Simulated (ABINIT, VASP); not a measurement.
# Ga2O3: equilibrium volume by level of theory

Space group C2/m (No. 12). a = 12.214 Å, b = 3.037 Å, c = 5.798 Å, α = 90.00°, β = 103.83°, γ = 90.00°
| atom | site | symmetry | x | y | z |
| --- | --- | --- | --- | --- | --- |
| Ga | 4i | m | 0.3413 | 0.0000 | 0.6860 |
| Ga | 4i | m | 0.4095 | 0.5000 | 0.2054 |
| O | 4i | m | 0.0041 | 0.5000 | 0.7434 |
| O | 4i | m | 0.3267 | 0.5000 | 0.4368 |
| O | 4i | m | 0.3355 | 0.5000 | 0.8902 |

```csv
rung,level,program and potentials,cutoff (eV),k mesh,equilibrium volume (Å³/atom),notes
LDA,LDA,"ABINIT, JTH PAW LDA v2.0",626,4 × 4 × 2,10.24,coarse mesh; 8.8 valence electrons an atom on average
GGA,PBE,"VASP, PBE PAW files Ga, O, 580 eV",580,9 × 9 × 5,11.14,4.8 valence electrons an atom on average
GGA,PBE,"VASP, PBE PAW files Ga_d, O, 600 eV",600,7 × 7 × 4,10.99,8.8 valence electrons an atom on average
GGA + dispersion,PBEsol+D4,"VASP, PBE PAW files Ga_d, O, 600 eV",600,7 × 7 × 4,10.40,potentials made for PBE; 8.8 valence electrons an atom on average
```

Task: relaxation of cell and atoms. All rows: no spin polarisation. Meshes differ between rows, which moves values too. Meshes are those of the run's cell of 10 atoms unless a note names another. Relaxations start from the cell shown or near it and stop with a little pressure left. Runs on faulty files, with rough fits or with known faults for this quantity aren't shown. No row holds spin-orbit coupling.

By rung: GGA 10.99 to 11.14; GGA + dispersion 10.40; LDA on coarse meshes 10.24 (Å³/atom).
